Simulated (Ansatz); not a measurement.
Density of states of Pd (Im-3m, a = 3.137 Å, b = 3.137 Å, c = 3.137 Å, α = 90.00°, β = 90.00°, γ = 90.00°), in states per eV and primitive cell, averaged over bins of 0.4 eV. Computed with Ansatz, DFT PBE, scalar-relativistic, plane waves, PAW.

Cutoff 420 eV; k points 18×18×18 on the computed 1-atom cell (Γ-centred); Gaussian smearing, width 0.10 eV; no spin polarisation.

The cell is relaxed at this level. The states (both spins) are summed by tetrahedra on a 27×27×27 mesh at the self-consistent density. Energies are bin centres; the table starts no lower than −8 eV and ends at 6 eV, or lower where the solved bands end.

It is a metal at this level.

| E − E_F (eV) | total | Pd 4d |
| --- | --- | --- |
| -6.55 | 0.04 | 0.00 |
| -6.15 | 0.07 | 0.00 |
| -5.75 | 0.10 | 0.01 |
| -5.35 | 0.14 | 0.03 |
| -4.95 | 0.48 | 0.33 |
| -4.55 | 1.49 | 1.31 |
| -4.15 | 2.27 | 2.15 |
| -3.75 | 2.31 | 2.27 |
| -3.35 | 2.38 | 2.36 |
| -2.95 | 1.70 | 1.62 |
| -2.55 | 2.10 | 1.91 |
| -2.15 | 1.05 | 0.95 |
| -1.75 | 1.16 | 1.08 |
| -1.35 | 2.37 | 2.31 |
| -0.95 | 3.22 | 3.17 |
| -0.55 | 2.84 | 2.74 |
| -0.15 | 1.44 | 1.30 |
| 0.25 | 1.04 | 0.89 |
| 0.65 | 0.27 | 0.12 |
| 1.05 | 0.24 | 0.06 |
| 1.45 | 0.25 | 0.05 |
| 1.85 | 0.26 | 0.05 |
| 2.25 | 0.27 | 0.04 |
| 2.65 | 0.26 | 0.03 |
| 3.05 | 0.26 | 0.03 |
| 3.45 | 0.25 | 0.02 |
| 3.85 | 0.24 | 0.02 |
| 4.25 | 0.23 | 0.01 |
| 4.65 | 0.22 | 0.01 |
| 5.05 | 0.20 | 0.01 |
| 5.45 | 0.18 | 0.01 |

The columns after the total are the Löwdin projections on the occupied valence shells of the potentials. The rest of the total lies in shells that are empty in the free atom, which aren't projected, and between the atoms.

This bcc form isn't the element's structure at ambient conditions.

Cost: 1 run of about 0.28 core-minutes, on Intel Xeon Platinum 8488C (Sapphire Rapids) (shared hosts).